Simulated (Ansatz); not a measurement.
## Every step of a relaxation of bcc W (110), 3 layers

DFT, PBE, PAW with Ansatz's default frozen-core files, scalar-relativistic (Ansatz 0.2.0); a Γ-centred 13×13×1 k mesh, Fermi–Dirac smearing of 0.1 eV, no spin polarisation. The run relaxes the atoms in the fixed cell.

Command: `ansatz run input.yaml --threads 1 --pin off --max-ram 3584MiB --backend cpu --events-out ev --progress --plain --runs-dir out` It took 63 s on 1 thread of Intel(R) Xeon(R) Platinum 8488C (Sapphire Rapids), with other jobs on the host, peak memory 0.5 GiB.

```yaml
crystal:
  lattice:
    - [2.7570193921, 0.0, 0.0]
    - [-0.919006464, 2.5993428107, 0.0]
    - [0.0, 0.0, 20.5022]
  atoms:
    - { symbol: W, position: [0.0, 0.0, 0.390202178] }
    - { symbol: W, position: [0.5, 0.5, 0.5] }
    - { symbol: W, position: [0.0, 0.0, 0.609797822] }
kpoints:
  mp_grid: { grid: [13, 13, 1] }
scf:
  occupations: { method: fermi_dirac, width: 0.1 }
hamiltonian:
  xc: pbe
  pseudopotentials: { kind: paw }
output:
  forces: true
  stress: true
  eigenvalues: true
  write_density: true
  write_potential: true
  elf: true
  volumetric_format: npy
relax:
  f_tol: 0.01
  max_steps: 40
efield:
  axis: 3
  amplitude: 0
  dipole_correction: true
```

Each step lists its free energy a cell above the last geometry, and Cartesian positions (Å) with forces (eV/Å).

The first step:

```
step 1  dF = 44.15 meV
  W 0.0000 0.0000 8.0000   0.0000 0.0000 0.6226
  W 0.9190 1.2997 10.2511   0.0000 0.0000 0.0000
  W 0.0000 0.0000 12.5022   0.0000 0.0000 -0.6226
```

Spin–orbit coupling is left out, which matters for the heavy atoms.

**Question.** Where does the relaxation end, and by which steps?

**Answer.** After 5 geometries, with a shortest distance of 2.702 Å. The further steps:
```
step 2  dF = 178.64 meV  (not accepted)
  W 0.0000 0.0000 8.1934   0.0000 0.0000 -1.5059
  W 0.9190 1.2997 10.2511   0.0000 0.0000 0.0000
  W 0.0000 0.0000 12.3088   0.0000 0.0000 1.5059
step 3  dF = 3.68 meV
  W 0.0000 0.0000 8.0871   0.0000 0.0000 -0.1970
  W 0.9190 1.2997 10.2511   0.0000 0.0000 0.0000
  W 0.0000 0.0000 12.4151   0.0000 0.0000 0.1970
step 4  dF = 0.01 meV
  W 0.0000 0.0000 8.0671   0.0000 0.0000 0.0115
  W 0.9190 1.2997 10.2511   0.0000 0.0000 0.0000
  W 0.0000 0.0000 12.4351   0.0000 0.0000 -0.0115
step 5  dF = 0.00 meV
  W 0.0000 0.0000 8.0683   0.0000 0.0000 -0.0004
  W 0.9190 1.2997 10.2511   0.0000 0.0000 0.0000
  W 0.0000 0.0000 12.4339   0.0000 0.0000 0.0004
```
